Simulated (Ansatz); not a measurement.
Ti2O and the effect of the functional

```
Ti O
1.0
     2.91940    0.00000    0.00000
    -1.45970    2.52827    0.00000
     0.00000    0.00000    4.71300
Ti O
2 1
Cartesian
  0.0000 1.6855 3.3993
  1.4597 0.8428 1.3137
  0.0000 0.0000 0.0000
```

Kept alike: task equation of state; k mesh 10 × 10 × 6; occupations fermi-dirac, width 0.05 eV; no spin polarisation. Program: Ansatz, Ansatz PAW. Cutoffs run from 420 to 500 eV. The mesh is that of the run's cell of 3 atoms. No spin-orbit coupling.

| run | volume (Å³/atom) | bulk modulus (GPa) |
| --- | --- | --- |
| A | 12.092 | 197.4 |
| B | 11.498 | 214.2 |
| C | 11.846 | 198.7 |

Volume and modulus come from cells scaled at fixed shape and fractions; off cubic symmetry such a modulus can lie above the relaxed one. All rows use potentials made for PBE.

Question: The runs differ in the functional (and the cutoff that goes with it) alone: LDA; PBEsol; r2SCAN. Which run is which?

Answer: Run A is r2SCAN; run B is LDA; run C is PBEsol. The volume runs from 11.498 (LDA) to 12.092 Å³/atom (r2SCAN). The bulk modulus runs from 197.4 (r2SCAN) to 214.2 GPa (LDA).
